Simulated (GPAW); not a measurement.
## BaZrO3: energy against volume and a worked fit

```
Ba Zr O
1.0
     4.19134    0.00000    0.00000
     0.00000    4.19134    0.00000
     0.00000    0.00000    4.19134
Ba Zr O
1 1 3
Direct
  0.00000 0.00000 0.00000
  0.50000 0.50000 0.50000
  0.50000 0.50000 0.00000
  0.50000 0.00000 0.50000
  0.00000 0.50000 0.50000
```

The cell was scaled at fixed shape and fractions and run with GPAW, GPAW PAW data sets (gpaw-data 1.2.1), cutoff 800 eV; PBE, k mesh 6 × 6 × 6 on the cell of 5 atoms, fermi-dirac occupations of 0.05 eV, no spin polarisation, no spin-orbit coupling. Energies are those that the program minimises, any entropy of the smearing included.

```tsv
V (Å³/atom)	energy over the lowest row (meV/atom)
13.8426	55.93
14.1371	31.34
14.4316	?
14.7261	4.10
15.0207	0.00
15.3152	1.41
15.6097	7.79
```

Task: Fit the third-order Birch-Murnaghan form, give V0, B0 and B′, and predict the energy left open.

Result: With y = (V0/V)^(2/3), E = E0 + (9 V0 B0/16) [(y - 1)³ B′ + (y - 1)² (6 - 4y)]. Least squares through the rows shown give V0 = 15.0881 Å³/atom, E0 = -0.14 meV, B0 = 149.8 GPa (1 eV/Å³ = 160.218 GPa) and B′ = 4.37, with a largest miss of 0.01 meV. At V = 14.4316 the form with these constants gives 14.32 meV; the run gave 14.31 meV an atom. Measured volume: 14.74 Å³/atom at 300 K (a printed reference work), so the fit lies +2.4 % from it. The runs are for a static lattice.
